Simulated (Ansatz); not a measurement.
An Ansatz input and the part of its output that reports the observables at the nuclei.

The cell is a COD entry, relaxed with PBE at fixed cell and then changed (volume scaled by 1.04, ions relaxed).

```yaml
crystal:
  lattice:
    - [-3.3945905825, 3.3945905825, 3.3945905825]
    - [3.3945905825, -3.3945905825, 3.3945905825]
    - [3.3945905825, 3.3945905825, -3.3945905825]
  atoms:
    - { symbol: Hf, position: [0.25, 0.625, 0.375] }
    - { symbol: Hf, position: [0.375, 0.25, 0.625] }
    - { symbol: Hf, position: [0.75, 0.875, 0.125] }
    - { symbol: Hf, position: [0.125, 0.75, 0.875] }
    - { symbol: Hf, position: [0.625, 0.375, 0.25] }
    - { symbol: Hf, position: [0.875, 0.125, 0.75] }
    - { symbol: "N", position: [0.1355620488, 0.1355620488, 0.1355620488] }
    - { symbol: "N", position: [0.8644379512, 0.5, 0.0] }
    - { symbol: "N", position: [0.5, 0.0, 0.3644379512] }
    - { symbol: "N", position: [0.0, 0.8644379512, 0.5] }
    - { symbol: "N", position: [0.3644379512, 0.5, 0.0] }
    - { symbol: "N", position: [0.6355620488, 0.6355620488, 0.6355620488] }
    - { symbol: "N", position: [0.0, 0.3644379512, 0.5] }
    - { symbol: "N", position: [0.5, 0.0, 0.8644379512] }
kpoints:
  mp_grid: { grid: [6, 6, 6] }
scf:
  occupations: { method: fermi_dirac, width: 0.02 }
hamiltonian:
  xc: pbe
  pseudopotentials: { kind: paw }
output:
  forces: true
  stress: true
  populations: true
  efg:
    quadrupole_moments_barn: { Hf: 3.365, "N": 0.02044 }
    contact_densities: true
relax:
  f_tol: 0.02
  max_steps: 60
```

```sh
ansatz run input.yaml --threads 4 --pin off --max-ram 8192MiB --backend cpu --events-out ev --progress --plain --runs-dir out
```

The run relaxes the ions first, and the block belongs to the relaxed positions.

Of the output, the block on the nuclei alone is shown; the set-up, the SCF iterations, energies, forces and stress are cut. One atom of each set with nearly equal values is shown.

```
--- PAW observables at the nuclei: V_zz in 10²¹ V/m², potentials from the cell's mean, atoms counted from 1 ---
  atom   1  Hf V_zz =   +32.140000   η = 0.0000   by run symmetry: allowed   C_q = +2615.0820 MHz
            electrostatic potential = -14184.317374 V   contact ρ = 7528566.616519 e/Å³
  atom   7  N  V_zz =    +1.002375   η = 0.0000   by run symmetry: allowed   C_q = +0.4954 MHz
            electrostatic potential = -526.985918 V   contact ρ = 1414.985296 e/Å³
```

The relaxation (4 steps) took 36 s of wall time (2.2 min of CPU time) and 0.95 GiB at its peak, on 4 threads of Arm Neoverse V1 (aarch64; 8 cores open to the job, memory cap 8.0 GiB, no GPU), a shared host with a load of 0.6 a core.

Without spin–orbit coupling the gradients at and beside Hf can be off by some per cent, at some sites by more.
